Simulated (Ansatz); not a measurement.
# SnO2 (Cassiterite) (P4_2/mnm) in Ansatz: notebook

Aim: see how the results for SnO2 (Cassiterite) move with the level of theory and the settings. Levels: BLYP, r2SCAN. Tasks: band structure.

Program: Ansatz 0.2.0. These are calculated values, not measurements. Logs are shortened: lines on timing, memory, paths and dates and some standing lists are left out, and cuts for length are marked.

### Step 1. The structure

It takes space group P4_2/mnm (No. 136, tetragonal). The conventional cell has a = 4.738 Å, b = 4.738 Å, c = 3.187 Å, α = 90.00°, β = 90.00°, γ = 90.00°. Sn (site symmetry mmm) has 6 O at 2.05 to 2.06 Å as nearest neighbours. O (site symmetry m2m) has 3 Sn at 2.05 to 2.06 Å as nearest neighbours.

### Step 2. Band structure, BLYP

File input.yaml:

```yaml
crystal:
  lattice:
    - [4.738, 0.0, 0.0]
    - [0.0, 4.738, 0.0]
    - [0.0, 0.0, 3.1865]
  atoms:
    - { symbol: Sn, position: [0.5, 0.5, 0.5] }
    - { symbol: Sn, position: [0.0, 0.0, 0.0] }
    - { symbol: O, position: [0.8071, 0.1929, 0.5] }
    - { symbol: O, position: [0.6929, 0.6929, 0.0] }
    - { symbol: O, position: [0.1929, 0.8071, 0.5] }
    - { symbol: O, position: [0.3071, 0.3071, 0.0] }
hamiltonian:
  xc: blyp
  pseudopotentials: { kind: paw }
kpoints:
  mp_grid: { grid: [6, 6, 8] }
  band_path:
    path:
      - [[0.0, 0.0, 0.0], [0.0, 0.5, 0.0], [0.5, 0.5, 0.0], [0.0, 0.0, 0.0], [0.0, 0.0, 0.5], [0.0, 0.5, 0.5], [0.5, 0.5, 0.5], [0.0, 0.0, 0.5]]
      - [[0.0, 0.5, 0.0], [0.0, 0.5, 0.5]]
      - [[0.5, 0.5, 0.0], [0.5, 0.5, 0.5]]
    npoints: 14
scf:
  occupations: { method: fermi_dirac, width: 0.05 }
  n_extra_bands: 15
output:
  forces: true
  stress: true
  eigenvalues: true
  fatbands: false
  write_density: true
  write_potential: true
  elf: true
  volumetric_format: npy
```

Potentials or basis: Ansatz PAW.

Command:

```bash
> ansatz run input.yaml --threads 2 --pin off --max-ram 5632MiB --backend cpu --events-out ev --progress --plain --runs-dir out
```

Output:

```text
Warning: RAYON_NUM_THREADS=2 ignored (pool sized by the plan → 2); use --threads N
scf.n_extra_bands = 15 over 26 filled bands (N_el = 52.0): the run solves 41 bands
Engine: ansatz 0.2.0, aarch64-unknown-linux-gnu
Pseudopotentials: kind: paw
Pseudopotential: Sn, paw, valence charge 14, recommended cutoff 420 eV (normal), Sn.paw.azcp
Pseudopotential: O, paw, valence charge 6, recommended cutoff 420 eV (normal), O.paw.azcp
Functional definition: BLYP
  parameter beta = 0.0042
  parameter a = 0.04918
  parameter b = 0.132
  parameter c = 0.2533
  parameter d = 0.349
  exchange = b88_x(beta = beta)
  correlation = lyp_c(a = a, b = b, c = c, d = d)
Crystal: 6 atoms, lattice volume = 71.533 Å³
Basis set: ecut = 420 eV, 1411 PW (Γ), exchange–correlation on 64×64×48 points (8 copies of the dense FFT grid, shifted against one another)
Bands: 41, of which v1, the nominal top of the filled ones, is band 26 counted from 1 (25 counted from 0)
Symmetry: 16 space group operations
Space group: P42/mnm (ITA 136), of the structure as read, at distance tolerance 4.2e-5 Å
k-points: 50 of 288
Non-local potential: Sn, projectors of the file, l = 0: 2, l = 1: 2, l = 2: 2, l = 3: 2
Non-local potential: O, projectors of the file, l = 0: 2, l = 1: 2, l = 2: 1
PAW form: soft (Blöchl's): semilocal exchange-correlation on the pseudo side does not see the compensation charge
PAW frozen core: Sn, regenerated for the run's functional, and the local potential with it (the file was generated under x = pbe(κ = 0.804, μ = 0.2195149727645171), c = pbe(β = 0.06672455060314922))
PAW frozen core: O, regenerated for the run's functional, and the local potential with it (the file was generated under x = pbe(κ = 0.804, μ = 0.2195149727645171), c = pbe(β = 0.06672455060314922))
PAW one-centre angular grid: Sn, 590 points (default); XC on 64 Gauss nodes
PAW one-centre angular grid: O, 110 points (default); XC on 64 Gauss nodes
Initial density: superposition of atomic densities (neutral atoms: chi_scale 0, normalization atom), corrected by the library's trained network
Initial wavefunctions: pseudopotential atomic-orbital guess
Functional: x = b88, c = lyp
SCF iter   1: F=—  HF=-14357.859882 eV  |F-HF|=—  |Δ(HF+E_count)|=         —  Δρ=1.88e-2  dr2=1.64e-1  ethr=1.77e-3  ⟨swp⟩=5.6  Hψ=8811  notcnv=0  defer=188
preconditioner: auto → Resta (q_TF=auto, 2.587 Å⁻¹)  ε∞=2.8  [insulator: Δε(μ)=1.483 eV  Ē_g=23.687 eV  σ=0.050 eV  W_gap=1.00  n_scr=18 (ndim 8)  ℏωp=31.7 eV  f_vac=0.027  D(μ)=0.00/eV (n_scr^D=0)  ε∞_Penn≈2.8]
SCF iter   2: F=—  HF=-14357.810938 eV  |F-HF|=—  |Δ(HF+E_count)|=   4.89e-2  Δρ=2.47e-3  dr2=3.16e-3  ethr=3.16e-4  ⟨swp⟩=2.1  Hψ=3317  notcnv=0  defer=482
SCF iter   3: F=—  HF=-14357.810676 eV  |F-HF|=—  |Δ(HF+E_count)|=   2.63e-4  Δρ=1.02e-3  dr2=3.45e-4  ethr=6.08e-6  ⟨swp⟩=2.0  Hψ=2172  notcnv=0  defer=482
SCF iter   4: F=—  HF=-14357.810831 eV  |F-HF|=—  |Δ(HF+E_count)|=   1.55e-4  Δρ=1.23e-4  dr2=7.90e-6  ethr=6.64e-7  ⟨swp⟩=2.7  Hψ=2538  notcnv=0  defer=482
SCF iter   5: F=—  HF=-14357.810884 eV  |F-HF|=—  |Δ(HF+E_count)|=   5.32e-5  Δρ=2.56e-5  dr2=2.92e-7  ethr=1.52e-8  ⟨swp⟩=2.2  Hψ=2330  notcnv=0  defer=482
SCF iter   6: F=-14357.810884 eV  HF=-14357.810884 eV  |F-HF|=1.02e-8  |Δ(HF+E_count)|=   2.06e-7  Δρ=6.23e-6  dr2=1.76e-8  ethr=1.92e-10  ⟨swp⟩=16.4  Hψ=16726  notcnv=0
SCF 1 converged in 6 iterations: F = -14357.810884 eV  dr2 = 1.76e-8
NSCF: frozen V_eff on 129 k-points
SCF converged after 6 iterations
Free energy (F): -14357.810884 eV
Harris-Foulkes:  -14357.810884 eV  (|F-HF|=1.02e-8)
Internal energy: -14357.810884 eV  (E = F + TS)
E sigma→0 (E₀):  -14357.810884 eV
Entropy (-TS):   -0.000000 eV (-0.000 meV/atom)
Fermi energy:    10.493420 eV
--- Per-component energies (eV) ---
  E_band       = -97.329079
  E_kinetic    = 1088.616523
  E_local      = -2869.806914  (includes V_loc(G=0)·N_el)
  E_nonlocal   = 137.209189
  E_hartree    = 1495.822440
  E_xc         = -1047.028486
  E_vxc        = -555.971519  (∫ρ·V_xc dr)
  E_paw        = -8979.540579  (= ΣΔE_a)
  E_vpaw       = -889.032314  (= ΣTr[D̂ρ^β])
  E_aug_tail   = 0.010259  (compensation charges beyond the density's cutoff)
  E_ewald      = -4182.851779
  E_core_change = -0.241536  (= ΣΔE_core)
  E_smearing   = -0.000000  (= −TS)
  E_closure    = 0.000000  (closes the sum)
  Σ components = -14357.810884   (vs F -14357.810884, Δ=0.00e0)
--- Forces (eV/Å), atoms counted from 1 ---
  atom   1  Sn     0.00000000    -0.00000000    -0.00000000
  atom   2  Sn     0.00000000    -0.00000000     0.00000000
  atom   3  O     -0.24519637     0.24519637     0.00000000
  atom   4  O      0.24519637     0.24519637    -0.00000000
  atom   5  O      0.24519637    -0.24519637    -0.00000000
  atom   6  O     -0.24519637    -0.24519637     0.00000000
  max |Σ_I F_I| component: 9.47e-30 eV/Å
--- Stress (GPa, compression-positive) ---
       15.353598       0.000000       0.000000
        0.000000      15.353598       0.000000
        0.000000       0.000000      19.441591
  P = ⅓ Tr σ = 16.7163 GPa (167.163 kbar)
--- Band table (eV; the first three rows and the last of 50) ---
  k-point 0: bands = ["-11.2682", "-10.5136", "-10.2418", "-10.2217", "-10.2217", "-10.1273", "-10.0946", "-10.0072", "-9.9785", "-9.9785", "-9.0172", "-7.1746", "-7.1746", "-5.4043", "1.8073", "5.8362", "5.8362", "5.9242", "6.7796", "7.8157", "7.9522", "8.6318", "8.6318", "9.0628", "9.0628", "9.8222", "11.1405", "15.9939", "16.3343", "16.3343", "20.5039", "20.5496", "21.9673", "21.9673", "22.6407", "22.7540", "25.1486", "26.6263", "29.1337", "29.6911", "29.6911"]
  k-point 1: bands = ["-11.1932", "-10.4230", "-10.3710", "-10.3710", "-10.2141", "-10.1412", "-10.0883", "-10.0077", "-9.9990", "-9.9990", "-8.9356", "-6.9283", "-6.9283", "-5.5211", "1.7860", "5.8080", "5.9790", "5.9790", "6.8293", "6.8804", "7.8342", "8.0655", "8.0655", "9.0974", "9.0974", "9.6940", "12.0894", "16.2911", "16.9744", "16.9744", "19.4988", "21.5334", "21.9045", "21.9045", "22.5038", "22.6151", "24.9514", "25.6373", "27.5563", "27.5563", "30.0929"]
  k-point 2: bands = ["-10.9960", "-10.6763", "-10.6763", "-10.2724", "-10.1415", "-10.1401", "-10.0718", "-10.0382", "-10.0382", "-10.0102", "-8.6483", "-6.3852", "-6.3852", "-5.8895", "1.7898", "5.2302", "5.6636", "6.3148", "6.3148", "7.0657", "7.0657", "7.1735", "7.3788", "8.9989", "8.9989", "9.3316", "13.6798", "16.7243", "18.3879", "18.3879", "18.8799", "21.6811", "21.6811", "21.8239", "22.3719", "22.5711", "24.3086", "24.7369", "25.9838", "25.9838", "29.0123"]
  k-point 49: bands = ["-11.0344", "-11.0344", "-10.5323", "-10.5323", "-10.0916", "-10.0916", "-10.0248", "-10.0248", "-9.9818", "-9.9818", "-7.1327", "-7.1327", "-5.7482", "-5.7482", "1.9106", "1.9106", "4.8890", "4.8890", "7.3465", "7.3465", "7.4534", "7.4534", "8.8724", "8.8724", "8.9977", "8.9977", "14.7753", "14.7753", "18.8620", "18.8620", "20.9345", "20.9345", "21.1568", "21.1568", "23.3053", "23.3053", "25.3430", "25.3430", "25.7684", "25.7684", "27.8374"]
```

bands.tsv:

```text
# k_distance	band_0	band_1	band_2	band_3	band_4	band_5	band_6	band_7	band_8	band_9	band_10	band_11	band_12	band_13	band_14	band_15	band_16	band_17	band_18	band_19	band_20	band_21	band_22	band_23	band_24	band_25	band_26	band_27	band_28	band_29	band_30	band_31	band_32	band_33	band_34	band_35	band_36	band_37	band_38	band_39	band_40
[... 149 lines left out ...]
7.485399	-21.527840	-21.527840	-21.025746	-21.025746	-20.584974	-20.584974	-20.518191	-20.518191	-20.475244	-20.475244	-17.626124	-17.626124	-16.241666	-16.241666	-8.582809	-8.582809	-5.604433	-5.604433	-3.146904	-3.146904	-3.039983	-3.039983	-1.621012	-1.621012	-1.495717	-1.495717	4.281844	4.281844	8.368559	8.368559	10.441074	10.441074	10.663404	10.663404	12.811895	12.811895	14.849549	14.849549	15.275006	15.275006	17.343959
```

Wall time 9.9 s (2 threads of Arm Neoverse V2, shared host); peak memory 0.48 GiB.

Results:

```yaml
Free_energy: -14357.8109 eV
Pressure: 16.7 GPa
Largest_force: 0.347 eV/Å
Band_gap_on_the_k_mesh: 1.32 eV, direct
Band_gap_along_the_path: 1.32 eV, direct
```

Forces in eV/Å, atoms in the order of the input:
```
Sn   0.000  0.000  0.000
Sn   0.000  0.000  0.000
O   -0.245  0.245  0.000
O    0.245  0.245  0.000
O    0.245 -0.245  0.000
O   -0.245 -0.245  0.000
```

Stress tensor (GPa, compression positive):
```
15.35  0.00  0.00
 0.00 15.35  0.00
 0.00  0.00 19.44
```

Levels at the corners of the path, in eV from the valence-band top:
| point | band 22 | band 23 | band 24 | band 25 | band 26 | band 27 | band 28 | band 29 | band 30 | band 31 |
| --- | --- | --- | --- | --- | --- | --- | --- | --- | --- | --- |
| Γ | -1.19 | -1.19 | -0.76 | -0.76 | 0.00 | 1.32 | 6.17 | 6.51 | 6.51 | 10.68 |
| X | -1.91 | -1.15 | -1.15 | -0.62 | -0.62 | 4.45 | 4.45 | 7.22 | 7.22 | 11.06 |
| M | -1.91 | -1.27 | -1.27 | -0.89 | -0.89 | 4.83 | 4.83 | 7.63 | 7.63 | 11.08 |
| Γ | -1.19 | -1.19 | -0.76 | -0.76 | 0.00 | 1.32 | 6.17 | 6.51 | 6.51 | 10.68 |
| Z | -2.54 | -1.62 | -1.62 | -1.23 | -1.23 | 6.19 | 6.19 | 9.97 | 9.97 | 10.82 |
| R | -1.68 | -1.08 | -1.08 | -0.67 | -0.67 | 6.46 | 6.46 | 8.25 | 8.25 | 11.12 |
| A | -2.37 | -0.95 | -0.95 | -0.82 | -0.82 | 4.95 | 4.95 | 9.04 | 9.04 | 11.11 |
| Z | -2.54 | -1.62 | -1.62 | -1.23 | -1.23 | 6.19 | 6.19 | 9.97 | 9.97 | 10.82 |
| X | -1.91 | -1.15 | -1.15 | -0.62 | -0.62 | 4.45 | 4.45 | 7.22 | 7.22 | 11.06 |
| R | -1.68 | -1.08 | -1.08 | -0.67 | -0.67 | 6.46 | 6.46 | 8.25 | 8.25 | 11.12 |
| M | -1.91 | -1.27 | -1.27 | -0.89 | -0.89 | 4.83 | 4.83 | 7.63 | 7.63 | 11.08 |
| A | -2.37 | -0.95 | -0.95 | -0.82 | -0.82 | 4.95 | 4.95 | 9.04 | 9.04 | 11.11 |

Caveat: the pressure holds a Pulay correction of +1.0 GPa for the finite cutoff; spin-orbit coupling is left out, which moves the levels of the heavy elements; the PAW data sets come from PBE, with cores solved anew for the run's functional, which leaves a small shift of forces and pressure.

### Step 3. Band structure, r2SCAN

input.yaml: that of step 2 with these lines changed.

```diff
@@ -13,3 +13,3 @@
 hamiltonian:
-  xc: blyp
+  xc: r2scan
   pseudopotentials: { kind: paw }
@@ -31,5 +31 @@
   fatbands: false
-  write_density: true
-  write_potential: true
-  elf: true
-  volumetric_format: npy
```

Potentials or basis: Ansatz PAW.

Command:

```bash
> ansatz run input.yaml --threads 2 --pin off --max-ram 5632MiB --backend cpu --events-out ev --progress --plain --runs-dir out
```

Run time: 19 s. Hardware: 2 threads of Arm Neoverse V2, shared host; peak memory 0.55 GiB.

It converged, with:

```
Free energy             : -14352.4141 eV
Pressure                : 3.3 GPa
Largest force           : 0.242 eV/Å
Band gap on the k mesh  : 1.96 eV, direct
Band gap along the path : 1.96 eV, direct
```

Forces on the atoms (eV/Å):
```
Sn   0.000  0.000  0.000
Sn   0.000  0.000  0.000
O   -0.171  0.171  0.000
O    0.171  0.171  0.000
O    0.171 -0.171  0.000
O   -0.171 -0.171  0.000
```

Stress tensor (GPa, compression positive):
```
2.93 0.00 0.00
0.00 2.93 0.00
0.00 0.00 4.15
```

Levels at the corners of the path, in eV from the valence-band top:
```tsv
point	band 24	band 25	band 26	band 27	band 28	band 29
Γ	-0.77	-0.77	0.00	1.96	6.91	7.15
X	-1.14	-0.63	-0.63	5.15	5.15	7.88
M	-1.27	-0.93	-0.93	5.57	5.57	8.31
Γ	-0.77	-0.77	0.00	1.96	6.91	7.15
Z	-1.69	-1.29	-1.29	7.07	7.07	10.65
R	-1.12	-0.65	-0.65	7.35	7.35	8.97
A	-0.98	-0.86	-0.86	5.74	5.74	9.69
Z	-1.69	-1.29	-1.29	7.07	7.07	10.65
X	-1.14	-0.63	-0.63	5.15	5.15	7.88
R	-1.12	-0.65	-0.65	7.35	7.35	8.97
M	-1.27	-0.93	-0.93	5.57	5.57	8.31
A	-0.98	-0.86	-0.86	5.74	5.74	9.69
```

Caveat: spin-orbit coupling is left out, which moves the levels of the heavy elements; the PAW data sets come from PBE, with cores solved anew for the run's functional, which leaves a small shift of forces and pressure. r2SCAN opens gaps a little over a GGA but as a rule still falls short of measured ones.
